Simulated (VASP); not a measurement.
# Si: restarted molecular dynamics, 2 variants

Si, Cmce (no. 64), 8 atoms in the cell. PBE, molecular dynamics; PAW potentials Si (PBE set).

| Restart from | Temperature at the end (K) | The same without a restart (K) | Potential energy at the end (eV/atom) | The same without a restart (eV/atom) | Electronic steps in the first step after the restart | Time (s) |
|---|---|---|---|---|---|---|
| CONTCAR with velocities, WAVECAR read | 565.0 | 565.0 | -4.97965 | -4.97965 | 4 | 181 |
| CONTCAR with velocities, no WAVECAR | 565.0 | 565.0 | -4.97965 | -4.97965 | 13 | 181 |

Limits: 120 fs of 8 atoms are too short for converged averages; the cell is only 4.4 Å across, so each atom moves in step with near copies of itself.

## Input of the first row

INCAR.step1:
```
ALGO = Fast
ANDERSEN_PROB = 0.0
EDIFF = 1E-6
ENCUT = 250
GGA = PE
IBRION = 0
ISIF = 2
ISMEAR = -1
ISYM = 0
KPAR = 2
LASPH = T
LCHARG = F
LREAL = Auto
LWAVE = T
MDALGO = 1
NELM = 60
NELMIN = 4
NSW = 30
POTIM = 2.0
PREC = Normal
RANDOM_SEED = 893537 0 0
SIGMA = 0.05
TEBEG = 600
```

INCAR.step2, as INCAR.step1 but for:
```
- LWAVE = T
+ LWAVE = F
```

KPOINTS:
```
k-points
0
Gamma
  3 3 3
```

POSCAR.step1:
```
Si
1.0
    4.3752220000     -2.5773440000      0.0000000000
    4.3752220000      2.5773440000      0.0000000000
    0.0000000000      0.0000000000      5.1830670000
Si
8
Direct
    0.7942850000      0.7942850000      0.0000000000
    0.2942850000      0.2942850000      0.5000000000
    0.2057150000      0.2057150000      0.0000000000
    0.7057150000      0.7057150000      0.5000000000
    0.1556200000      0.8443800000      0.6741300000
    0.8443800000      0.1556200000      0.3258700000
    0.3443800000      0.6556200000      0.1741300000
    0.6556200000      0.3443800000      0.8258700000
```

Commands (each step's output is kept before the next begins):
```
cat potpaw_PBE.64/Si/POTCAR > POTCAR
cp INCAR.step1 INCAR
cp POSCAR.step1 POSCAR
mpirun -np 2 vasp_std > vasp.out
cp CONTCAR POSCAR
cp INCAR.step2 INCAR
mpirun -np 2 vasp_std > vasp.out
```

Changes of the last row against the first:
```
(step 1)
- LWAVE = True
+ LWAVE = False
```

VASP 6.6.1 took 181 s on 2 cores (AMD EPYC 7R43 (Zen 3)), a shared host.
